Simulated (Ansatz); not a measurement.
`FBN[CH2][SnH3]` + `CC(=O)O` → `C[C](=O)[SnH3]` + `OCNBF`  (formal exchange of groups at the Sn–C bond)

Isolated molecules relaxed with PBE0-D4/def2-TZVP in Ansatz; ΔE leaves out vibrations. CCSD(T)/CBS adds triple-zeta CCSD(T) − MP2 to the extrapolated MP2 energy (def2 sets, frozen cores). DFT in def2-TZVPP. B3LYP here is the variant with VWN-RPA as its local correlation; programs differ in this. def2 core potentials past Kr. For Sn outer-core shells are correlated without core-valence functions, which leaves a few kJ/mol of doubt a bond. Each species was taken in one conformer, which may not be the lowest.

`FBN[CH2][SnH3]`:

```xyz
12

F     2.170   -1.327    0.859
B     1.265   -0.694    1.618
N     0.018   -0.392    1.082
C    -0.435   -0.677   -0.261
Sn   -0.662    1.119   -1.458
H     1.547   -0.400    2.742
H    -0.640    0.099    1.665
H    -1.384   -1.219   -0.250
H     0.299   -1.316   -0.752
H    -1.376    0.768   -2.971
H    -1.669    2.198   -0.591
H     0.867    1.841   -1.684
```

`CC(=O)O`:

Z-matrix (Å, degrees):
```
C
C 1 1.495
H 1 1.092 2 109.8
H 1 1.092 2 109.8 3 117.7
H 1 1.087 2 109.6 3 -121.2
O 2 1.200 1 126.0 3 121.1
O 2 1.346 1 111.6 3 -58.9
H 7 0.968 2 106.4 1 180.0
```

`C[C](=O)[SnH3]`:

```xyz
10

C     0.134    0.067   -1.583
C     0.796    0.203   -0.243
O     1.955    0.488   -0.114
Sn   -0.446   -0.144    1.568
H    -0.283   -0.941   -1.681
H    -0.708    0.763   -1.644
H     0.843    0.262   -2.389
H     0.550    0.072    2.931
H    -1.088   -1.729    1.548
H    -1.753    0.959    1.608
```

`OCNBF`:

Cartesian coordinates in Å:
```
O -1.559 -0.342 0.886
C -0.563 0.541 0.414
N 0.123 -0.077 -0.667
B 1.414 -0.598 -0.603
F 1.925 -1.203 -1.679
H -2.138 0.141 1.483
H -1.022 1.484 0.085
H 0.173 0.766 1.195
H -0.432 -0.213 -1.500
H 2.079 -0.499 0.386
```

```json
{"level": "PBE-D4", "ΔE (kcal/mol)": "23.3", "difference from CCSD(T)/CBS": "-0.4"}
{"level": "r2SCAN-D4", "ΔE (kcal/mol)": "24.6", "difference from CCSD(T)/CBS": "0.9"}
{"level": "PBE0-D4", "ΔE (kcal/mol)": "24.5", "difference from CCSD(T)/CBS": "0.8"}
{"level": "B3LYP-D4", "ΔE (kcal/mol)": "22.9", "difference from CCSD(T)/CBS": "-0.8"}
{"level": "ωB97X-V", "ΔE (kcal/mol)": "24.3", "difference from CCSD(T)/CBS": "0.6"}
{"level": "ωB97M-V", "ΔE (kcal/mol)": "24.2", "difference from CCSD(T)/CBS": "0.5"}
{"level": "B2PLYP", "ΔE (kcal/mol)": "23.5", "difference from CCSD(T)/CBS": "-0.2"}
{"level": "PBE", "ΔE (kcal/mol)": "23.1", "difference from CCSD(T)/CBS": "-0.6"}
{"level": "r2SCAN", "ΔE (kcal/mol)": "24.5", "difference from CCSD(T)/CBS": "0.8"}
{"level": "PBE0", "ΔE (kcal/mol)": "24.3", "difference from CCSD(T)/CBS": "0.6"}
{"level": "B3LYP", "ΔE (kcal/mol)": "22.5", "difference from CCSD(T)/CBS": "-1.2"}
{"level": "HF/def2-TZVPP", "ΔE (kcal/mol)": "23.7", "difference from CCSD(T)/CBS": "0.0"}
{"level": "MP2/def2-TZVPP", "ΔE (kcal/mol)": "25.2", "difference from CCSD(T)/CBS": "1.5"}
{"level": "SCS-MP2/def2-TZVPP", "ΔE (kcal/mol)": "23.9", "difference from CCSD(T)/CBS": "0.2"}
{"level": "CCSD/def2-TZVPP", "ΔE (kcal/mol)": "23.7", "difference from CCSD(T)/CBS": "0.0"}
{"level": "CCSD(T)/def2-TZVPP", "ΔE (kcal/mol)": "23.7", "difference from CCSD(T)/CBS": "0.0"}
{"level": "HF/def2-QZVPP", "ΔE (kcal/mol)": "23.6", "difference from CCSD(T)/CBS": "-0.1"}
{"level": "MP2/def2-QZVPP", "ΔE (kcal/mol)": "25.2", "difference from CCSD(T)/CBS": "1.5"}
{"level": "SCS-MP2/def2-QZVPP", "ΔE (kcal/mol)": "23.9", "difference from CCSD(T)/CBS": "0.2"}
{"level": "HF/CBS(def2)", "ΔE (kcal/mol)": "23.6", "difference from CCSD(T)/CBS": "-0.1"}
{"level": "MP2/CBS(def2)", "ΔE (kcal/mol)": "25.2", "difference from CCSD(T)/CBS": "1.5"}
{"level": "CCSD/CBS(def2)", "ΔE (kcal/mol)": "23.7", "difference from CCSD(T)/CBS": "0.0"}
{"level": "CCSD(T)/CBS", "ΔE (kcal/mol)": "23.7", "difference from CCSD(T)/CBS": "0"}
```

Largest T1 diagnostic among the species: 0.015.

From PBE to PBE0 (25 % exact exchange), in def2-TZVPP and without D4, ΔE moves by +1.2 kcal/mol.

CCSD(T)/CBS has its own doubt, a few kJ/mol and more with outer-core shells, so smaller differences from it don't rank the levels.
